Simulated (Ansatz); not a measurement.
# TiO2 (C2/c) in Ansatz: further runs

Aim: see how the results for TiO2 move with the level of theory and the settings. Levels: RPBE, revPBE. Tasks: band structure.

Program: Ansatz 0.2.0. These are calculated values, not measurements. Logs are shortened: lines on timing, memory, paths and dates and some standing lists are left out, and cuts for length are marked.

## Step 1: The structure

Symmetry: C2/c, No. 15, monoclinic system. The conventional cell has a = 5.412 Å, b = 5.413 Å, c = 5.472 Å, α = 90.00°, β = 118.77°, γ = 90.00°. Ti (site symmetry 2) has 6 O at 1.93 to 2.00 Å as nearest neighbours. Around O (site symmetry 1) lie 3 Ti at 1.93 to 2.00 Å.

The cell is a database's computed one.

## Step 2: Band structure, RPBE

File input.yaml:

```yaml
crystal:
  lattice:
    - [2.706034, -2.706655, 0.0]
    - [2.706034, 2.706655, 0.0]
    - [-2.633531, 0.0, 4.796637]
  atoms:
    - { symbol: Ti, position: [0.86589, 0.13411, 0.75] }
    - { symbol: Ti, position: [0.13411, 0.86589, 0.25] }
    - { symbol: O, position: [0.088755, 0.331221, 0.167149] }
    - { symbol: O, position: [0.911245, 0.668779, 0.832851] }
    - { symbol: O, position: [0.668779, 0.911245, 0.332851] }
    - { symbol: O, position: [0.331221, 0.088755, 0.667149] }
hamiltonian:
  xc: rpbe
  pseudopotentials: { kind: paw }
kpoints:
  mp_grid: { grid: [8, 8, 6] }
  band_path:
    path:
      - [[0.0, 0.0, 0.0], [-0.4612513445, -0.4612513445, 0.0808612034], [-0.5021272409, -0.5021272409, 0.252610114], [-0.5, -0.5, 0.5], [-0.5794315881, -0.4205684119, 0.5]]
      - [[-0.4205684119, 0.4205684119, 0.5], [0.0, 0.0, 0.5], [-0.4203754482, -0.4203754482, 0.9091122929], [-0.4978727591, -0.4978727591, 0.747389886]]
      - [[-0.5796245518, 0.4203754482, 0.0908877071], [-0.5387486555, 0.4612513445, -0.0808612034], [-0.5, 0.5, 0.0], [0.0, 0.0, 0.0], [-0.5, 0.0, 0.0]]
      - [[-0.5, 0.0, 0.5], [0.0, 0.0, 0.0]]
    npoints: 14
scf:
  occupations: { method: fermi_dirac, width: 0.05 }
  n_extra_bands: 15
output:
  forces: true
  stress: true
  eigenvalues: true
  fatbands: true
```

Potentials or basis: Ansatz PAW.

Run with:

```console
> ansatz run input.yaml --threads 2 --pin off --max-ram 5632MiB --backend cpu --events-out ev --progress --plain --runs-dir out
```

The program printed:

```text
Warning: RAYON_NUM_THREADS=2 ignored (pool sized by the plan → 2); use --threads N
scf.n_extra_bands = 15 over 24 filled bands (N_el = 48.0): the run solves 39 bands
Engine: ansatz 0.2.0, x86_64-unknown-linux-gnu
Pseudopotentials: kind: paw
Pseudopotential: Ti, paw, valence charge 12, recommended cutoff 420 eV (normal), Ti.paw.azcp
Pseudopotential: O, paw, valence charge 6, recommended cutoff 420 eV (normal), O.paw.azcp
Functional definition: RPBE
  parameter kappa = 0.804
  parameter beta = 0.06672455060314922
  exchange = rpbe_x(kappa = kappa, mu = beta*pi^2/3)
  correlation = pbe_c(beta = beta)
Crystal: 6 atoms, lattice volume = 70.264 Å³
Basis set: ecut = 420 eV, 1363 PW (Γ), exchange–correlation on 54×54×80 points (8 copies of the dense FFT grid, shifted against one another)
Bands: 39, of which v1, the nominal top of the filled ones, is band 24 counted from 1 (23 counted from 0)
Symmetry: 4 space group operations
Space group: C2/c (ITA 15), of the structure as read, at distance tolerance 4.1e-5 Å
k-points: 114 of 384
Non-local potential: Ti, projectors of the file, l = 0: 3, l = 1: 2, l = 2: 3, l = 3: 1
Non-local potential: O, projectors of the file, l = 0: 2, l = 1: 2, l = 2: 1
PAW form: soft (Blöchl's): semilocal exchange-correlation on the pseudo side does not see the compensation charge
PAW frozen core: Ti, regenerated for the run's functional, and the local potential with it (the file was generated under x = pbe(κ = 0.804, μ = 0.2195149727645171), c = pbe(β = 0.06672455060314922))
PAW frozen core: O, regenerated for the run's functional, and the local potential with it (the file was generated under x = pbe(κ = 0.804, μ = 0.2195149727645171), c = pbe(β = 0.06672455060314922))
PAW one-centre angular grid: Ti, 590 points (default); XC on 64 Gauss nodes
PAW one-centre angular grid: O, 110 points (default); XC on 64 Gauss nodes
Initial density: superposition of atomic densities (neutral atoms: chi_scale 0, normalization atom), corrected by the library's trained network
Initial wavefunctions: pseudopotential atomic-orbital guess
Functional: x = rpbe, c = pbe(β = 0.06672455060314922)
SCF iter   1: F=—  HF=-7293.127826 eV  |F-HF|=—  |Δ(HF+E_count)|=         —  Δρ=5.58e-3  dr2=1.77e-2  ethr=1.77e-3  ⟨swp⟩=5.9  Hψ=18671  notcnv=0  defer=217
preconditioner: auto → Resta (q_TF=auto, 2.560 Å⁻¹)  ε∞=4.5  [insulator: Δε(μ)=2.163 eV  Ē_g=13.364 eV  σ=0.050 eV  W_gap=1.00  n_scr=18 (ndim 8)  ℏωp=25.1 eV  f_vac=0.106  D(μ)=0.00/eV (n_scr^D=0)  ε∞_Penn≈4.5]
SCF iter   2: F=—  HF=-7293.127909 eV  |F-HF|=—  |Δ(HF+E_count)|=   8.34e-5  Δρ=3.59e-3  dr2=5.17e-3  ethr=3.69e-5  ⟨swp⟩=2.9  Hψ=7716  notcnv=0  defer=975
SCF iter   3: F=—  HF=-7293.127811 eV  |F-HF|=—  |Δ(HF+E_count)|=   9.87e-5  Δρ=1.72e-3  dr2=1.37e-3  ethr=1.08e-5  ⟨swp⟩=2.1  Hψ=5581  notcnv=0  defer=975
SCF iter   4: F=—  HF=-7293.128257 eV  |F-HF|=—  |Δ(HF+E_count)|=   4.47e-4  Δρ=6.18e-4  dr2=2.30e-4  ethr=2.85e-6  ⟨swp⟩=1.9  Hψ=4884  notcnv=0  defer=975
SCF iter   5: F=—  HF=-7293.128365 eV  |F-HF|=—  |Δ(HF+E_count)|=   1.07e-4  Δρ=1.15e-4  dr2=1.32e-5  ethr=4.79e-7  ⟨swp⟩=2.1  Hψ=4876  notcnv=0  defer=975
SCF iter   6: F=—  HF=-7293.128337 eV  |F-HF|=—  |Δ(HF+E_count)|=   2.76e-5  Δρ=2.19e-5  dr2=4.40e-7  ethr=2.75e-8  ⟨swp⟩=2.0  Hψ=5291  notcnv=0  defer=975
SCF iter   7: F=-7293.128338 eV  HF=-7293.128338 eV  |F-HF|=3.03e-8  |Δ(HF+E_count)|=   1.38e-6  Δρ=4.10e-6  dr2=8.74e-9  ethr=2.08e-10  ⟨swp⟩=10.4  Hψ=21216  notcnv=0
SCF 1 converged in 7 iterations: F = -7293.128338 eV  dr2 = 8.74e-9
NSCF: frozen V_eff on 172 k-points
SCF converged after 7 iterations
Free energy (F): -7293.128338 eV
Harris-Foulkes:  -7293.128338 eV  (|F-HF|=3.03e-8)
Internal energy: -7293.128338 eV  (E = F + TS)
E sigma→0 (E₀):  -7293.128338 eV
Fermi energy:    8.185257 eV
--- Per-component energies (eV) ---
  E_band       = -468.727375
  E_kinetic    = 1246.270373
  E_local      = -3610.708669  (includes V_loc(G=0)·N_el)
  E_nonlocal   = 190.773097
  E_hartree    = 1400.556836
  E_xc         = -494.307078
  E_vxc        = -624.131340  (∫ρ·V_xc dr)
  E_paw        = -2735.461176  (= ΣΔE_a)
  E_vpaw       = -472.053171  (= ΣTr[D̂ρ^β])
  E_aug_tail   = 0.010088  (compensation charges beyond the density's cutoff)
  E_ewald      = -3290.073663
  E_core_change = -0.188145  (= ΣΔE_core)
  E_smearing   = -0.000000  (= −TS)
  E_closure    = 0.000000  (closes the sum)
  Σ components = -7293.128338   (vs F -7293.128338, Δ=0.00e0)
--- Forces (eV/Å), atoms counted from 1 ---
  atom   1  Ti     0.00000000    -0.04738704     0.00000000
  atom   2  Ti     0.00000000     0.04738704     0.00000000
  atom   3  O      0.00820458     0.03048675    -0.05737108
  atom   4  O     -0.00820458    -0.03048675     0.05737108
  atom   5  O     -0.00820458     0.03048675     0.05737108
  atom   6  O      0.00820458    -0.03048675    -0.05737108
  max |Σ_I F_I| component: 2.78e-17 eV/Å
--- Stress (GPa, compression-positive) ---
        2.580776       0.000000      -0.222434
        0.000000       2.545820       0.000000
       -0.222435       0.000000       3.137164
  P = ⅓ Tr σ = 2.7546 GPa (27.546 kbar)
--- Band table (eV; the first three rows and the last of 114) ---
  k-point 0: bands = ["-49.5220", "-49.4695", "-25.8799", "-25.6704", "-25.6698", "-25.6096", "-25.6071", "-25.5286", "-10.5315", "-9.5638", "-9.4531", "-9.1227", "3.2783", "3.3797", "3.3910", "3.7854", "5.0821", "5.1024", "5.1356", "6.2880", "6.3215", "6.3572", "6.6354", "6.6408", "9.1857", "9.8809", "10.9184", "10.9289", "10.9614", "10.9727", "11.8697", "12.1411", "12.1469", "13.2356", "14.6858", "19.4608", "20.7857", "23.3625", "23.3637"]
  k-point 1: bands = ["-49.5185", "-49.4731", "-25.8572", "-25.6765", "-25.6762", "-25.6038", "-25.6010", "-25.5521", "-10.4581", "-9.5745", "-9.4891", "-9.1598", "3.3459", "3.4001", "3.4202", "3.6571", "5.1041", "5.1132", "5.3453", "6.1287", "6.1533", "6.1859", "6.7661", "6.7693", "9.2293", "9.8311", "10.8202", "10.8331", "11.0652", "11.0726", "11.7863", "12.0787", "12.2109", "13.3026", "14.8761", "18.8210", "21.6325", "23.4725", "23.4764"]
  k-point 2: bands = ["-49.5089", "-49.4827", "-25.7948", "-25.6866", "-25.6862", "-25.6217", "-25.5910", "-25.5890", "-10.2586", "-9.7316", "-9.4583", "-9.2539", "3.4296", "3.4430", "3.5076", "3.5238", "5.1307", "5.1378", "5.6556", "5.8819", "5.9341", "5.9445", "6.9004", "6.9020", "9.3505", "9.6976", "10.7541", "10.7630", "11.1476", "11.1521", "11.7081", "11.9496", "12.3717", "13.0868", "15.6766", "17.8789", "22.8618", "23.0521", "23.7299"]
  k-point 113: bands = ["-49.4925", "-49.4925", "-25.8430", "-25.8430", "-25.7105", "-25.7105", "-25.5619", "-25.5619", "-9.2612", "-9.2612", "-8.9591", "-8.9591", "2.7826", "2.7826", "2.9741", "2.9741", "3.4612", "3.4612", "4.5188", "4.5188", "5.0994", "5.0994", "7.0470", "7.0470", "10.3477", "10.3477", "10.7888", "10.7888", "11.7937", "11.7937", "13.3805", "13.3805", "14.3113", "14.3113", "19.2007", "19.2007", "19.8217", "19.8217", "23.1200"]
```

Run time: 18 s. Hardware: 2 threads of Intel Xeon at 2.70GHz, shared host; peak memory 0.53 GiB.

Results:

```
Free energy             : -7293.1283 eV
Pressure                : 2.8 GPa
Largest force           : 0.065 eV/Å
Band gap on the k mesh  : 2.12 eV, indirect (least direct gap 2.45 eV)
Band gap along the path : 2.08 eV, indirect (least direct gap 2.54 eV)
```

Forces in eV/Å, atoms in the order of the input:
```
Ti   0.000 -0.047  0.000
Ti   0.000  0.047  0.000
O    0.008  0.030 -0.057
O   -0.008 -0.030  0.057
O   -0.008  0.030  0.057
O    0.008 -0.030 -0.057
```

Levels at the corners of the path, in eV from the valence-band top:
| point | band 20 | band 21 | band 22 | band 23 | band 24 | band 25 | band 26 | band 27 | band 28 | band 29 |
| --- | --- | --- | --- | --- | --- | --- | --- | --- | --- | --- |
| Γ | -0.82 | -0.78 | -0.75 | -0.47 | -0.46 | 2.08 | 2.78 | 3.81 | 3.82 | 3.86 |
| Y | -2.76 | -1.99 | -1.53 | -0.17 | -0.09 | 3.25 | 3.33 | 3.44 | 3.79 | 4.63 |
| F | -2.86 | -1.63 | -1.52 | -0.28 | -0.17 | 3.32 | 3.47 | 3.48 | 3.60 | 4.66 |
| L | -2.59 | -2.01 | -2.01 | -0.06 | -0.06 | 3.24 | 3.24 | 3.68 | 3.68 | 4.69 |
| I | -2.68 | -1.85 | -1.85 | -0.10 | -0.10 | 3.21 | 3.21 | 3.63 | 3.63 | 4.58 |
| I1 | -2.68 | -1.85 | -1.85 | -0.10 | -0.10 | 3.21 | 3.21 | 3.63 | 3.63 | 4.58 |
| Z | -1.33 | -1.26 | -1.26 | -0.16 | -0.16 | 2.42 | 2.42 | 3.64 | 3.64 | 4.07 |
| H | -2.52 | -1.96 | -1.74 | -0.09 | -0.08 | 3.19 | 3.23 | 3.47 | 3.78 | 4.56 |
| F1 | -2.86 | -1.63 | -1.52 | -0.28 | -0.17 | 3.32 | 3.47 | 3.48 | 3.60 | 4.66 |
| H1 | -2.52 | -1.96 | -1.74 | -0.09 | -0.08 | 3.19 | 3.23 | 3.47 | 3.78 | 4.56 |
| Y1 | -2.76 | -1.99 | -1.53 | -0.17 | -0.09 | 3.25 | 3.33 | 3.44 | 3.79 | 4.63 |
| X | -2.45 | -2.16 | -1.86 | -0.05 | -0.04 | 3.22 | 3.26 | 3.51 | 3.85 | 4.66 |
| Γ | -0.82 | -0.78 | -0.75 | -0.47 | -0.46 | 2.08 | 2.78 | 3.81 | 3.82 | 3.86 |
| N | -1.95 | -1.86 | -0.91 | -0.89 | -0.65 | 3.21 | 3.36 | 3.38 | 3.61 | 4.09 |
| M | -1.89 | -1.86 | -0.90 | -0.89 | -0.65 | 3.07 | 3.45 | 3.49 | 3.50 | 4.16 |
| Γ | -0.82 | -0.78 | -0.75 | -0.47 | -0.46 | 2.08 | 2.78 | 3.81 | 3.82 | 3.86 |

Caveat: the pressure holds a Pulay correction of +0.6 GPa for the finite cutoff; the PAW data sets come from PBE, with cores solved anew for the run's functional, which leaves a small shift of forces and pressure. As with any semilocal functional, this RPBE gap is likely too small.

## Step 3: Band structure, revPBE

input.yaml: that of step 2 with these lines changed.

```diff
@@ -13,3 +13,3 @@
 hamiltonian:
-  xc: rpbe
+  xc: revpbe
   pseudopotentials: { kind: paw }
@@ -31,2 +31,2 @@
   eigenvalues: true
-  fatbands: true
+  fatbands: false
```

Potentials or basis: Ansatz PAW.

Run with:

```console
> ansatz run input.yaml --threads 2 --pin off --max-ram 5632MiB --backend cpu --events-out ev --progress --plain --runs-dir out
```

The program printed:

```text
Warning: RAYON_NUM_THREADS=2 ignored (pool sized by the plan → 2); use --threads N
scf.n_extra_bands = 15 over 24 filled bands (N_el = 48.0): the run solves 39 bands
[... 4 set-up lines as earlier in the session ...]
Functional definition: revPBE
  parameter kappa = 1.245
[... 1 set-up line as earlier in the session ...]
  exchange = pbe_x(kappa = kappa, mu = beta*pi^2/3)
[... 1 set-up line as earlier in the session ...]
Crystal: 6 atoms, lattice volume = 70.264 Å³
Basis set: ecut = 420 eV, 1363 PW (Γ), exchange–correlation on 54×54×80 points (8 copies of the dense FFT grid, shifted against one another)
Bands: 39, of which v1, the nominal top of the filled ones, is band 24 counted from 1 (23 counted from 0)
[... 2 set-up lines as earlier in the session ...]
k-points: 114 of 384
[... 9 set-up lines as earlier in the session ...]
Functional: x = revpbe(κ = 1.245, μ = 0.2195149727645171), c = pbe(β = 0.06672455060314922)
SCF iter   1: F=—  HF=-7288.699284 eV  |F-HF|=—  |Δ(HF+E_count)|=         —  Δρ=4.64e-3  dr2=1.08e-2  ethr=1.77e-3  ⟨swp⟩=5.9  Hψ=18656  notcnv=0  defer=223
preconditioner: auto → Resta (q_TF=auto, 2.560 Å⁻¹)  ε∞=4.5  [insulator: Δε(μ)=2.140 eV  Ē_g=13.333 eV  σ=0.050 eV  W_gap=1.00  n_scr=18 (ndim 8)  ℏωp=25.1 eV  f_vac=0.106  D(μ)=0.00/eV (n_scr^D=0)  ε∞_Penn≈4.5]
SCF iter   2: F=—  HF=-7288.700045 eV  |F-HF|=—  |Δ(HF+E_count)|=   7.61e-4  Δρ=2.91e-3  dr2=3.15e-3  ethr=2.24e-5  ⟨swp⟩=3.0  Hψ=7631  notcnv=0  defer=940
SCF iter   3: F=—  HF=-7288.700215 eV  |F-HF|=—  |Δ(HF+E_count)|=   1.69e-4  Δρ=1.45e-3  dr2=9.25e-4  ethr=6.57e-6  ⟨swp⟩=2.0  Hψ=4731  notcnv=0  defer=940
SCF iter   4: F=—  HF=-7288.700565 eV  |F-HF|=—  |Δ(HF+E_count)|=   3.50e-4  Δρ=6.45e-4  dr2=2.10e-4  ethr=1.93e-6  ⟨swp⟩=1.6  Hψ=4365  notcnv=0  defer=940
SCF iter   5: F=—  HF=-7288.700672 eV  |F-HF|=—  |Δ(HF+E_count)|=   1.07e-4  Δρ=1.43e-4  dr2=1.50e-5  ethr=4.39e-7  ⟨swp⟩=2.2  Hψ=4972  notcnv=0  defer=940
SCF iter   6: F=—  HF=-7288.700641 eV  |F-HF|=—  |Δ(HF+E_count)|=   3.01e-5  Δρ=2.13e-5  dr2=4.61e-7  ethr=3.13e-8  ⟨swp⟩=2.0  Hψ=5292  notcnv=0  defer=940
SCF iter   7: F=-7288.700643 eV  HF=-7288.700643 eV  |F-HF|=2.35e-8  |Δ(HF+E_count)|=   1.19e-6  Δρ=3.58e-6  dr2=7.23e-9  ethr=2.08e-10  ⟨swp⟩=10.4  Hψ=20946  notcnv=0
SCF 1 converged in 7 iterations: F = -7288.700643 eV  dr2 = 7.23e-9
NSCF: frozen V_eff on 172 k-points
SCF converged after 7 iterations
Free energy (F): -7288.700643 eV
Harris-Foulkes:  -7288.700643 eV  (|F-HF|=2.35e-8)
Internal energy: -7288.700643 eV  (E = F + TS)
E sigma→0 (E₀):  -7288.700643 eV
Fermi energy:    8.140377 eV
--- Per-component energies (eV) ---
  E_band       = -470.084008
  E_kinetic    = 1245.571430
  E_local      = -3611.027779  (includes V_loc(G=0)·N_el)
  E_nonlocal   = 192.216251
  E_hartree    = 1399.869808
  E_xc         = -493.624294
  E_vxc        = -623.743584  (∫ρ·V_xc dr)
  E_paw        = -2731.505016  (= ΣΔE_a)
  E_vpaw       = -472.848463  (= ΣTr[D̂ρ^β])
  E_aug_tail   = 0.010104  (compensation charges beyond the density's cutoff)
  E_ewald      = -3290.073663
  E_core_change = -0.137484  (= ΣΔE_core)
  E_smearing   = -0.000000  (= −TS)
  E_closure    = 0.000000  (closes the sum)
  Σ components = -7288.700643   (vs F -7288.700643, Δ=0.00e0)
--- Forces (eV/Å), atoms counted from 1 ---
  atom   1  Ti     0.00000000    -0.04846827     0.00000000
  atom   2  Ti     0.00000000     0.04846827     0.00000000
  atom   3  O      0.00867452     0.03180886    -0.07534506
  atom   4  O     -0.00867452    -0.03180886     0.07534506
  atom   5  O     -0.00867452     0.03180886     0.07534506
  atom   6  O      0.00867452    -0.03180886    -0.07534506
  max |Σ_I F_I| component: 5.55e-17 eV/Å
--- Stress (GPa, compression-positive) ---
        1.428450       0.000000      -0.238616
        0.000000       1.393529       0.000000
       -0.238617       0.000000       1.961656
  P = ⅓ Tr σ = 1.5945 GPa (15.945 kbar)
--- Band table (eV; the first three rows and the last of 114) ---
  k-point 0: bands = ["-49.5195", "-49.4668", "-25.8986", "-25.6879", "-25.6874", "-25.6269", "-25.6245", "-25.5461", "-10.5499", "-9.5777", "-9.4656", "-9.1349", "3.2366", "3.3350", "3.3470", "3.7373", "5.0373", "5.0571", "5.0917", "6.2474", "6.2804", "6.3173", "6.5954", "6.6008", "9.1352", "9.8342", "10.8713", "10.8816", "10.9160", "10.9273", "11.8345", "12.1057", "12.1110", "13.1891", "14.5961", "19.3539", "20.6814", "23.2625", "23.2636"]
  k-point 1: bands = ["-49.5160", "-49.4704", "-25.8758", "-25.6940", "-25.6938", "-25.6210", "-25.6183", "-25.5697", "-10.4761", "-9.5884", "-9.5019", "-9.1722", "3.3037", "3.3555", "3.3769", "3.6097", "5.0588", "5.0678", "5.3023", "6.0871", "6.1120", "6.1449", "6.7262", "6.7294", "9.1790", "9.7841", "10.7739", "10.7868", "11.0189", "11.0262", "11.7509", "12.0431", "12.1739", "13.2633", "14.7799", "18.7168", "21.5268", "23.3729", "23.3763"]
  k-point 2: bands = ["-49.5064", "-49.4800", "-25.8131", "-25.7043", "-25.7038", "-25.6394", "-25.6082", "-25.6064", "-10.2755", "-9.7458", "-9.4716", "-9.2667", "3.3854", "3.3985", "3.4664", "3.4781", "5.0852", "5.0924", "5.6129", "5.8383", "5.8926", "5.9027", "6.8606", "6.8623", "9.3008", "9.6499", "10.7080", "10.7169", "11.1010", "11.1054", "11.6719", "11.9142", "12.3330", "13.0483", "15.5796", "17.7786", "22.7579", "22.9639", "23.6293"]
  k-point 113: bands = ["-49.4898", "-49.4898", "-25.8612", "-25.8612", "-25.7280", "-25.7280", "-25.5793", "-25.5793", "-9.2743", "-9.2743", "-8.9711", "-8.9711", "2.7336", "2.7336", "2.9331", "2.9331", "3.4125", "3.4125", "4.4775", "4.4775", "5.0538", "5.0538", "7.0077", "7.0077", "10.3018", "10.3018", "10.7450", "10.7450", "11.7520", "11.7520", "13.3413", "13.3413", "14.2679", "14.2679", "19.1064", "19.1064", "19.7231", "19.7231", "23.0272"]
```

Wall time 14 s (2 threads of Intel Xeon at 2.70GHz, shared host); peak memory 0.53 GiB.

Results:

| Item | Value |
| --- | --- |
| Free energy | -7288.7006 eV |
| Pressure | 1.6 GPa |
| Largest force | 0.082 eV/Å |
| Band gap on the k mesh | 2.11 eV, indirect (least direct gap 2.44 eV) |
| Band gap along the path | 2.07 eV, indirect (least direct gap 2.53 eV) |

Forces on the atoms (eV/Å):
```
Ti   0.000 -0.048  0.000
Ti   0.000  0.048  0.000
O    0.009  0.032 -0.075
O   -0.009 -0.032  0.075
O   -0.009  0.032  0.075
O    0.009 -0.032 -0.075
```

Levels at the corners of the path, in eV from the valence-band top:
```tsv
point	band 21	band 22	band 23	band 24	band 25	band 26	band 27	band 28
Γ	-0.79	-0.75	-0.47	-0.46	2.07	2.77	3.81	3.82
Y	-2.00	-1.53	-0.17	-0.09	3.24	3.32	3.44	3.78
F	-1.64	-1.52	-0.28	-0.17	3.31	3.46	3.48	3.59
L	-2.01	-2.01	-0.06	-0.06	3.24	3.24	3.68	3.68
I	-1.86	-1.86	-0.10	-0.10	3.20	3.20	3.63	3.63
I1	-1.86	-1.86	-0.10	-0.10	3.20	3.20	3.63	3.63
Z	-1.26	-1.26	-0.16	-0.16	2.41	2.41	3.63	3.63
H	-1.97	-1.74	-0.09	-0.09	3.18	3.22	3.46	3.78
F1	-1.64	-1.52	-0.28	-0.17	3.31	3.46	3.48	3.59
H1	-1.97	-1.74	-0.09	-0.09	3.18	3.22	3.46	3.78
Y1	-2.00	-1.53	-0.17	-0.09	3.24	3.32	3.44	3.78
X	-2.16	-1.86	-0.05	-0.04	3.21	3.25	3.50	3.84
Γ	-0.79	-0.75	-0.47	-0.46	2.07	2.77	3.81	3.82
N	-1.87	-0.91	-0.89	-0.65	3.20	3.35	3.37	3.61
M	-1.86	-0.90	-0.89	-0.65	3.06	3.44	3.48	3.50
Γ	-0.79	-0.75	-0.47	-0.46	2.07	2.77	3.81	3.82
```

Caveat: the pressure holds a Pulay correction of +0.6 GPa for the finite cutoff; the PAW data sets come from PBE, with cores solved anew for the run's functional, which leaves a small shift of forces and pressure. Expect the measured gap to be larger: semilocal functionals such as revPBE lack the derivative discontinuity.
